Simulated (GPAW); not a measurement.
The system is ZnS.

```xyz
2
Lattice="0.0000 2.7020 2.7020 2.7020 0.0000 2.7020 2.7020 2.7020 0.0000" Properties=species:S:1:pos:R:3 pbc="T T T"
Zn    4.0530    4.0530    4.0530
S     0.0000    0.0000    0.0000
```

Base run:

| Property | Result |
| --- | --- |
| Program | GPAW 26.7.0 |
| Functional | PBEsol |
| Potentials or basis | PAW data sets generated in the run's folder for this functional |
| Cutoff | 510 eV |
| Basis | pw |
| k mesh | 5 × 5 × 5 |
| Occupations | fermi-dirac, width 0.01 eV |
| Spin | no spin polarisation |

Its results: band gap on the k mesh 1.97 eV, direct; pressure -2.0 GPa.

The run is repeated on the same cell with these changes: functional from PBEsol to OLYP. What comes out?

Band gap on the k mesh 2.60 eV, direct; pressure 4.9 GPa.

OLYP binds less tightly than PBEsol, so the same cell stands under more pressure.

Caveats: the cutoff is short for stress and forces, so pressures can be off by a GPa or more; an odd mesh through Γ misses points on the zone boundary, where band edges often lie.

Not every run made on this cell is shown here.
